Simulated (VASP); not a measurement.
A run of VASP 6.6.1 is set up as follows.

File POSCAR:

```
S
1.0
    1.6297724540     -5.4430653142      0.0000000000
    1.6297724540      5.4430653142      0.0000000000
    0.0000000000      0.0000000000      4.4999969630
S
4
Direct
    0.0954282167      0.9045717833      0.9115553314
    0.5954282167      0.4045717833      0.5884446686
    0.9045717833      0.0954282167      0.0884446686
    0.4045717833      0.5954282167      0.4115553314
```

INCAR.step1

```
PREC = Accurate ; ENCUT = 520
ISMEAR = 0 ; SIGMA = 0.1
LREAL = False ; LASPH = True
NELM = 100 ; NBANDS = 20
GGA = PE ; ALGO = Normal
EDIFF = 1E-4 ; LWAVE = True
LCHARG = False
```

INCAR.step2

```
PREC = Accurate ; ENCUT = 520
EDIFF = 1E-6 ; ISMEAR = 0
SIGMA = 0.1 ; LREAL = False
LASPH = True ; NELM = 100
ALGO = Normal ; ISIF = 2
LWAVE = False ; LCHARG = True
METAGGA = R2SCAN ; LMIXTAU = True
LELF = True ; LVHAR = True
NBANDS = 20 ; ISTART = 1
```

Contents of KPOINTS:

```
Automatic mesh
0
Gamma
  6 6 4
```

Potentials or basis: VASP PAW PBE potentials, release 64 (S).

Launch:

```sh
$ cat potpaw_PBE.64/S/POTCAR > POTCAR
$ cp INCAR.step1 INCAR
$ mpirun -np 1 vasp_std > vasp.out
$ cp INCAR.step2 INCAR
$ mpirun -np 1 vasp_std > vasp.out
```

Problem. What does it give for the pressure?

Solution. 10.2 GPa.

Problem. What does it give for the largest force?

Solution. 1.713 eV/Å.

Problem. Predict the band gap on the k mesh.

Solution. None (metal or under the smearing width).

Stress tensor (GPa, compression positive):
```
 6.94  0.00  0.00
 0.00 12.30  0.00
 0.00  0.00 11.39
```

Caveat: the PAW data sets were made with another functional, which shifts forces and pressure a little.
